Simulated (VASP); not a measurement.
# W (Im-3m) in VASP: further runs

The runs below take W through relaxation of cell and atoms, vibrations by finite differences, with PBE.

Everything below comes from runs of VASP 6.6.1. Logs are shortened: lines on timing, memory, paths and dates and some standing lists are left out, and cuts for length are marked.

**1. Starting point**

It takes space group Im-3m (No. 229, cubic). The conventional cell has a = 3.165 Å, b = 3.165 Å, c = 3.165 Å, α = 90.00°, β = 90.00°, γ = 90.00°. W (site symmetry m-3m) has 8 W at 2.74 Å as nearest neighbours.

**2. Relaxation of cell and atoms, PBE**

Contents of INCAR:

```
SYSTEM = W
PREC = Accurate ; ENCUT = 520
EDIFF = 1E-7 ; ISMEAR = 0
SIGMA = 0.1 ; LREAL = .FALSE.
LASPH = .TRUE. ; NELM = 100
ALGO = Normal ; ISIF = 3
LWAVE = .FALSE. ; LCHARG = .FALSE.
GGA = PE ; IBRION = 2
NSW = 80 ; EDIFFG = -0.15
```

Contents of KPOINTS:

```
Automatic mesh
0
G
  18 18 18
  0 0 0
```

Contents of POSCAR:

```
W
1.0
   -1.5823450000      1.5823450000      1.5823450000
    1.5823450000     -1.5823450000      1.5823450000
    1.5823450000      1.5823450000     -1.5823450000
W
1
Direct
    0.0000000000      0.0000000000      0.0000000000
```

Potentials or basis: VASP PAW PBE potentials, release 64 (W_sv).

Launch:

```sh
cat potpaw_PBE.64/W_sv/POTCAR > POTCAR
mpirun -np 1 vasp_std > vasp.out
```

OUTCAR:

```text
SYSTEM = W
   PREC = Accurate
   ENCUT = 520
   EDIFF = 1E-7
   ISMEAR = 0
   LREAL = .FALSE.
   LASPH = .TRUE.
   NELM = 100
   ISIF = 3
   GGA = PE
   IBRION = 2
   NSW = 80
   EDIFFG = -0.15

 ion  position               nearest neighbor table
   1  0.000  0.000  0.000-

  LATTYP: Found a body centered cubic cell.
 ALAT       =     3.1646900000

  Lattice vectors:

 A1 = (  -1.5823450000,   1.5823450000,   1.5823450000)
 A2 = (   1.5823450000,  -1.5823450000,   1.5823450000)
 A3 = (   1.5823450000,   1.5823450000,  -1.5823450000)

Analysis of symmetry for initial positions (statically):
=====================================================================
 Subroutine PRICEL returns:
 Original cell was already a primitive cell.

 Routine SETGRP: Setting up the symmetry group for a
 body centered cubic supercell.

 Subroutine GETGRP returns: Found 48 space group operations
 (whereof 48 operations were pure point group operations)
 out of a pool of 48 trial point group operations.

The static configuration has the point symmetry O_h .

Analysis of symmetry for dynamics (positions and initial velocities):
=====================================================================
 Subroutine PRICEL returns:
 Original cell was already a primitive cell.

 Routine SETGRP: Setting up the symmetry group for a
 body centered cubic supercell.

 Subroutine GETGRP returns: Found 48 space group operations
 (whereof 48 operations were pure point group operations)
 out of a pool of 48 trial point group operations.

The dynamic configuration has the point symmetry O_h .

 Subroutine INISYM returns: Found 48 space group operations
 (whereof 48 operations are pure point group operations),
 and found     1 'primitive' translations

----------------------------------------------------------------------------------------

                                     Primitive cell

  volume of cell :      15.8476

  direct lattice vectors                    reciprocal lattice vectors
    -1.582345000  1.582345000  1.582345000     0.000000000  0.315986716  0.315986716
     1.582345000 -1.582345000  1.582345000     0.315986716  0.000000000  0.315986716
     1.582345000  1.582345000 -1.582345000     0.315986716  0.315986716  0.000000000

  length of vectors
     2.740701935  2.740701935  2.740701935     0.446872699  0.446872699  0.446872699

  position of ions in fractional coordinates (direct lattice)
     0.000000000  0.000000000  0.000000000

  ion indices of the primitive-cell ions
   primitive index   ion index
                 1           1

----------------------------------------------------------------------------------------

 KPOINTS: Automatic mesh

Automatic generation of k-mesh.
 Grid dimensions read from file:
 generate k-points for:   18   18   18

 Generating k-lattice:

  Cartesian coordinates                     Fractional coordinates (reciprocal lattice)
     0.000000000  0.017554818  0.017554818     0.055555556  0.000000000  0.000000000
     0.017554818  0.000000000  0.017554818     0.000000000  0.055555556  0.000000000
     0.017554818  0.017554818  0.000000000     0.000000000  0.000000000  0.055555556

  Length of vectors
     0.024826261  0.024826261  0.024826261

  Shift w.r.t. Gamma in fractional coordinates (k-lattice)
     0.000000000  0.000000000  0.000000000

 Subroutine IBZKPT returns following result:
 ===========================================

 Found    195 irreducible k-points:

 Following reciprocal coordinates:
            Coordinates               Weight
  0.000000  0.000000  0.000000      1.000000
  0.055556  0.000000  0.000000     12.000000
  0.111111  0.000000  0.000000     12.000000
  0.166667  0.000000  0.000000     12.000000
  0.222222  0.000000  0.000000     12.000000
  0.277778  0.000000  0.000000     12.000000
[... 16 lines left out ...]
  0.333333  0.111111 -0.000000     48.000000
  0.388889  0.111111  0.000000     48.000000
 [... further k-points ...]
   k-points           NKPTS =    195   k-points in BZ     NKDIM =    195   number of bands    NBANDS=     11
   number of dos      NEDOS =    301   number of ions     NIONS =      1
   total plane-waves  NPLWV =   8000
   dimension x,y,z NGX =    20 NGY =   20 NGZ =   20
   dimension x,y,z NGXF=    40 NGYF=   40 NGZF=   40
   ions per type =               1
   NGX,Y,Z   is equivalent  to a cutoff of  12.13, 12.13, 12.13 a.u.
   NGXF,Y,Z  is equivalent  to a cutoff of  24.26, 24.26, 24.26 a.u.
 SYSTEM =  W
   PREC   = accura    normal or accurate (medium, high low for compatibility)
   ISTART =      0    job   : 0-new  1-cont  2-samecut
   ICHARG =      2    charge: 1-file 2-atom 10-const
   ISPIN  =      1    spin polarized calculation?
   LNONCOLLINEAR =      F non collinear calculations
   LSORBIT =      F    spin-orbit coupling
   LASPH  =      T    aspherical Exc in radial PAW
   ENCUT  =  520.0 eV  38.22 Ry    6.18 a.u.   5.10  5.10  5.10*2*pi/ulx,y,z
   NELM   =    100;   NELMIN=  2; NELMDL= -5     # of ELM steps
   EDIFF  = 0.1E-06   stopping-criterion for ELM
   LREAL  =      F    real-space projection
   EDIFFG = -.1E+00   stopping-criterion for IOM
   NSW    =     80    number of steps for IOM
   IBRION =      2    ionic relax: 0-MD 1-quasi-New 2-CG
   NFREE  =      1    steps in history (QN), initial steepest desc. (CG)
   ISIF   =      3    stress and relaxation
   ISYM   =      2    0-nonsym 1-usesym 2-fastsym
   POTIM  = 0.5000    time-step for ionic-motion
   TEBEG  =    0.0;   TEEND  =   0.0 temperature during run
   PSTRESS=    0.0 pullay stress
   NELECT =      14.0000    total number of electrons
   NUPDOWN=      -1.0000    fix difference up-down
   EMIN   =  10.00;   EMAX   =-10.00  energy-range for DOS
   EFERMI =   0.00;   METHOD = LEGACY
   ISMEAR =     0;   SIGMA  =   0.10  broadening in eV -4-tet -1-fermi 0-gaus
   EFERMI_NEDOS =   21; number of points for ismear=-14 and -15
   IALGO  =     38    algorithm
   IMIX   =      4    mixing-type and parameters
     AMIX     =   0.40;   BMIX     =  1.00
     AMIX_MAG =   1.60;   BMIX_MAG =  1.00
  volume/ion in A,a.u.               =      15.85       106.94
  Fermi-wavevector in a.u.,A,eV,Ry     =   1.570832  2.968442 33.572544  2.467512
  Thomas-Fermi vector in A             =   2.672506
   LORBIT       =      0    0 simple, 1 ext, 2 COOP (PROOUT), +10 PAW based schemes
   GGA     = PE    functional components
   LHFCALC =     F    Hartree Fock is set to
   AEXX    =    0.0000 exact exchange contribution
   IVDW    =     0    specifies the selected vdW correction
   LEPSILON=     F    determine dielectric tensor
   LRPA    =     F    only Hartree local field effects (RPA)
 conjugate gradient relaxation of ions
 non-spin polarized calculation
 Gauss-broadening in eV      SIGMA  =   0.10
  energy-cutoff  :      520.00
  volume of cell :       15.85
 maximum number of plane-waves:       440
   NGX = 11   NGY = 11   NGZ = 11

--------------------------------------- Ionic step        1  -------------------------------------------

 number of electron      14.0000004 magnetization

 Free energy of the ion-electron system (eV)
  ---------------------------------------------------
  ext. energy  EPLUGINS =         0.00000000
  ---------------------------------------------------
  free energy    TOTEN  =       -12.94507089 eV

  energy without entropy =      -12.94160198  energy(sigma->0) =      -12.94333644

------------------------ aborting loop because EDIFF is reached ----------------------------------------

  FORCE on cell =-STRESS in cart. coord.  units (eV):
  Direction    XX          YY          ZZ          XY          YZ          ZX
  --------------------------------------------------------------------------------------
  -------------------------------------------------------------------------------------
  Total        0.6158762      0.6158762      0.6158762      0.0000000      0.0000000     -0.0000000
  in kB       62.2644966     62.2644966     62.2644966      0.0000000      0.0000000     -0.0000000
  external PRESSURE =      62.2644966 kB  Pullay stress =       0.0000000 kB
[... 55 lines left out ...]
  energy  without entropy=      -12.8783156800  energy(sigma->0) =      -12.88042375

--------------------------------------- Ionic step        3  -------------------------------------------

 number of electron      14.0000000 magnetization

 Free energy of the ion-electron system (eV)
  ---------------------------------------------------
  ext. energy  EPLUGINS =         0.00000000
  ---------------------------------------------------
  free energy    TOTEN  =       -12.95099047 eV

  energy without entropy =      -12.94740469  energy(sigma->0) =      -12.94919758

 E-fermi :  11.1585     XC(G=0): -13.5285

 val. band max:       11.1543319627   @ k =  -0.2778   0.3333   0.2222
 cond. band min:      11.1707873951   @ k =   0.5000   0.5000   0.2222
 fundamental gap:      0.0164554324
 Fermi energy:        11.1585159000

 k-point     1 :       0.0000    0.0000    0.0000
  band No.  band energies     occupation
      1     -63.0451      2.00000
      2     -26.6357      2.00000
      3     -26.6357      2.00000
      4     -26.6357      2.00000
      5       1.6320      2.00000
      6       9.9658      2.00000
      7       9.9658      2.00000
      8       9.9658      2.00000
      9      13.3766      0.00000
     10      13.3766      0.00000
     11      25.6310      0.00000
[... 309 lines left out ...]
 k-point    24 :       0.3889    0.1111    0.0000
  band No.  band energies     occupation
      1     -62.9221      2.00000
      2     -27.7675      2.00000
      3     -27.0617      2.00000
      4     -26.6952      2.00000
      5       5.4376      2.00000
      6       7.8345      2.00000
      7      10.5434      2.00000
      8      13.1421      0.00000
      9      14.4321      0.00000
     10      17.4166      0.00000
     11      21.8048      0.00000

 [... further k-points ...]

------------------------ aborting loop because EDIFF is reached ----------------------------------------

  FORCE on cell =-STRESS in cart. coord.  units (eV):
  Direction    XX          YY          ZZ          XY          YZ          ZX
  --------------------------------------------------------------------------------------
  -------------------------------------------------------------------------------------
  Total       -0.0173509     -0.0173509     -0.0173509     -0.0000000     -0.0000000     -0.0000000
  in kB       -1.7194018     -1.7194018     -1.7194018     -0.0000000     -0.0000000     -0.0000000
  external PRESSURE =      -1.7194018 kB  Pullay stress =       0.0000000 kB
[... 16 lines left out ...]
  FREE ENERGIE OF THE ION-ELECTRON SYSTEM (eV)
  ---------------------------------------------------
  free  energy   TOTEN  =       -12.9509904707 eV

  energy  without entropy=      -12.9474046857  energy(sigma->0) =      -12.94919758

 reached required accuracy - stopping structural energy minimisation
```

Run time: 2.1 min. Hardware: 1 thread of AMD EPYC 7R43 (Zen 3), shared host; peak memory 0.12 GiB.

Results:

```yaml
Free_energy: -12.9510 eV
Relaxed_volume: 16.17 Å³/atom
Relaxed_cell: a = 2.759 Å, b = 2.759 Å, c = 2.759 Å, α = 109.47°, β = 109.47°, γ = 109.47°
Space_group_after_relaxing_to_0.05_Å: Im-3m (No. 229)
Energy_gained_by_relaxing: 5.9 meV/atom
Ionic_steps: 3
Pressure_after_relaxing: -0.2 GPa
Band_gap_on_the_k_mesh: none (metal or under the smearing width)
```

The path:
```csv
step,energy change (eV),largest force (eV/Å),pressure (GPa),volume (Å³)
1,0.0000,0.0000,6.23,15.85
2,0.0625,0.0000,-18.01,17.30
3,-0.0059,0.0000,-0.17,16.17
```

Final structure:
```
W
1.0
    -1.59294    1.59294    1.59294
     1.59294   -1.59294    1.59294
     1.59294    1.59294   -1.59294
W
1
Direct
  0.00000 0.00000 0.00000
```

Caveat: the relaxation stopped at a loose force limit of 0.15 eV/Å, so its end isn't a converged minimum.

**3. Relaxation of cell and atoms, PBE**

This run uses another cell than the first one, of 16.17 Å³/atom, 1.020 times its volume.

INCAR is that of step 2.

KPOINTS is that of step 2.

Contents of POSCAR:

```
W                                       
1.0
   -1.5929359974      1.5929359974      1.5929359974
    1.5929359974     -1.5929359974      1.5929359974
    1.5929359974      1.5929359974     -1.5929359974
  W             
     1
Direct
     0.0000000000000000    0.0000000000000000    0.0000000000000000
```

Potentials or basis: VASP PAW PBE potentials, release 64 (W_sv).

Launch:

```sh
cat potpaw_PBE.64/W_sv/POTCAR > POTCAR
mpirun -np 1 vasp_std > vasp.out
```

Run time: 84 s. Hardware: 1 thread of AMD EPYC 7R43 (Zen 3), shared host; peak memory 0.14 GiB.

The run converged. Its results:

| Quantity | Value |
| --- | --- |
| Free energy | -12.9512 eV |
| Pressure after relaxing | -0.2 GPa |
| Band gap on the k mesh | none (metal or under the smearing width) |

Final structure:
```
W
1.0
    -1.59294    1.59294    1.59294
     1.59294   -1.59294    1.59294
     1.59294    1.59294   -1.59294
W
1
Direct
  0.00000 0.00000 0.00000
```

Levels at points of the mesh, in eV from the Fermi level:
| k point | band 5 | band 6 | band 7 | band 8 | band 9 | band 10 |
| --- | --- | --- | --- | --- | --- | --- |
| (0.00, 0.00, 0.00) | -9.53 | -1.19 | -1.19 | -1.19 | 2.22 | 2.22 |
| (0.50, 0.00, 0.00) | -6.15 | -3.47 | 0.61 | 2.10 | 3.06 | 5.98 |
| (0.50, 0.50, 0.50) | -5.68 | -5.68 | 5.03 | 5.03 | 5.03 | 8.09 |

Caveat: the relaxation stopped at its first step, so nothing moved; the relaxation stopped at a loose force limit of 0.15 eV/Å, so its end isn't a converged minimum. The run has no spin-orbit coupling, so splittings on W are missing.

**4. Vibrations by finite differences, PBE**

This run uses another cell than the first one, of 16.17 Å³/atom, 1.020 times its volume.

Contents of INCAR:

```
SYSTEM = W
PREC = Accurate ; ENCUT = 520
EDIFF = 1E-8 ; ISMEAR = 0
SIGMA = 0.1 ; LREAL = .FALSE.
LASPH = .TRUE. ; NELM = 100
ALGO = Normal ; ISIF = 3
LWAVE = .FALSE. ; LCHARG = .FALSE.
GGA = PE ; NBANDS = 13
IBRION = 6 ; NFREE = 2
POTIM = 0.015 ; NSW = 1
```

KPOINTS is that of step 3.

POSCAR is that of step 3.

Potentials or basis: VASP PAW PBE potentials, release 64 (W_sv).

Launch:

```sh
cat potpaw_PBE.64/W_sv/POTCAR > POTCAR
mpirun -np 1 vasp_std > vasp.out
```

OUTCAR:

```text
SYSTEM = W
   PREC = Accurate
   ENCUT = 520
   EDIFF = 1E-8
   ISMEAR = 0
   LREAL = .FALSE.
   LASPH = .TRUE.
   NELM = 100
   ISIF = 3
   GGA = PE
   IBRION = 6
   NFREE = 2
   POTIM = 0.015
   NSW = 1

 ion  position               nearest neighbor table
   1  0.000  0.000  0.000-

  LATTYP: Found a body centered cubic cell.
 ALAT       =     3.1858719948

  Lattice vectors:

 A1 = (  -1.5929359974,   1.5929359974,   1.5929359974)
[... 818 lines left out ...]
             X         Y         Z           dx          dy          dz
      0.000000  0.000000  0.000000     0.000000    1.000000    0.000000

   3 f  =    0.000000 THz     0.000000 2PiTHz    0.000000 cm-1     0.000000 meV
             X         Y         Z           dx          dy          dz
      0.000000  0.000000  0.000000     0.000000    0.000000    1.000000

--------------------------------------------------------------------------------------------------------

 ELASTIC MODULI CONTR FROM IONIC RELAXATION (kBar)
 Direction    XX          YY          ZZ          XY          YZ          ZX
 --------------------------------------------------------------------------------
 XX           0.0000      0.0000      0.0000      0.0000      0.0000      0.0000
 YY           0.0000      0.0000      0.0000      0.0000      0.0000      0.0000
 ZZ           0.0000      0.0000      0.0000      0.0000      0.0000      0.0000
 XY           0.0000      0.0000      0.0000      0.0000      0.0000      0.0000
 YZ           0.0000      0.0000      0.0000      0.0000      0.0000      0.0000
 ZX           0.0000      0.0000      0.0000      0.0000      0.0000      0.0000
 --------------------------------------------------------------------------------

 TOTAL ELASTIC MODULI (kBar)
 Direction    XX          YY          ZZ          XY          YZ          ZX
 --------------------------------------------------------------------------------
 XX        4885.3436   2151.8659   2151.8659      0.0000      0.0000      0.0000
 YY        2151.8659   4885.3436   2151.8659      0.0000      0.0000     -0.0000
 ZZ        2151.8659   2151.8659   4885.3436      0.0000      0.0000     -0.0000
 XY           0.0000      0.0000      0.0000   1390.2776     -0.0000     -0.0000
 YZ           0.0000      0.0000      0.0000     -0.0000   1390.2776     -0.0000
 ZX           0.0000     -0.0000     -0.0000     -0.0000     -0.0000   1390.2776
 --------------------------------------------------------------------------------
```

OSZICAR:

```text
N       E                     dE             d eps       ncg     rms          rms(c)
DAV:   1     0.860728693579E+02    0.86073E+02   -0.74702E+03  5086   0.123E+03
DAV:   2    -0.119227386873E+02   -0.97996E+02   -0.94201E+02  5790   0.319E+02
DAV:   3    -0.135786768416E+02   -0.16559E+01   -0.16500E+01  5510   0.402E+01
[... 15 lines left out ...]
DAV:   3    -0.129512017206E+02    0.47013E-03   -0.12776E-03  5923   0.540E-01    0.216E-02
DAV:   4    -0.129511954892E+02    0.62314E-05   -0.17824E-04  5556   0.154E-01    0.544E-03
DAV:   5    -0.129511987728E+02   -0.32836E-05   -0.51739E-06  5462   0.257E-02    0.662E-04
DAV:   6    -0.129511988740E+02   -0.10127E-06   -0.15150E-07  5485   0.409E-03    0.322E-04
DAV:   7    -0.129511988671E+02    0.69415E-08   -0.10905E-09  3135   0.411E-04
  15 F= -.12951199E+02 E0= -.12949406E+02  d E =-.358565E-02
```

stdout:

```text
POSCAR found type information on POSCAR W
 POSCAR found :  1 types and       1 ions
 scaLAPACK will be used
 LDA part: xc-table for (Slater+PW92), standard interpolation
 POSCAR, INCAR and KPOINTS ok, starting setup
 FFT: planning ... GRIDC
 FFT: planning ... GRID_SOFT
 FFT: planning ... GRID
 WAVECAR not read
 entering main loop
 Found     1 degrees of freedom:
 Adding 6 more for cell shape distortion
 Finite differences POTIM= 0.01500 DOF=   7
 bond charge predicted
 Finite differences progress:
 bond charge predicted
 Finite differences progress:
 bond charge predicted
 Finite differences progress:
 bond charge predicted
 Finite differences progress:
 bond charge predicted
 Finite differences progress:
 bond charge predicted
 Finite differences progress:
 bond charge predicted
 Finite differences progress:
 bond charge predicted
 Finite differences progress:
 bond charge predicted
 Finite differences progress:
 bond charge predicted
 Finite differences progress:
 bond charge predicted
 Finite differences progress:
 bond charge predicted
 Finite differences progress:
 bond charge predicted
 Finite differences progress:
 bond charge predicted
 Finite differences progress:
```

It took 78 min on 1 thread of AMD EPYC 7R43 (Zen 3), shared host; peak memory 0.6 GiB.

What came out:

- Elastic constants C11, C12, C44: 489, 215, 139 GPa
- Voigt bulk modulus: 306 GPa

Elastic tensor in Voigt notation (GPa, in the Cartesian axes of the cell as first typed):
```
489 215 215   0   0   0
215 489 215   0   0   0
215 215 489   0   0   0
  0   0   0 139   0   0
  0   0   0   0 139   0
  0   0   0   0   0 139
```

Clamped-ion elastic tensor (GPa):
```
489 215 215   0   0   0
215 489 215   0   0   0
215 215 489   0   0   0
  0   0   0 139   0   0
  0   0   0   0 139   0
  0   0   0   0   0 139
```

Caveat: elastic constants of metals need much finer meshes, so these are rough.
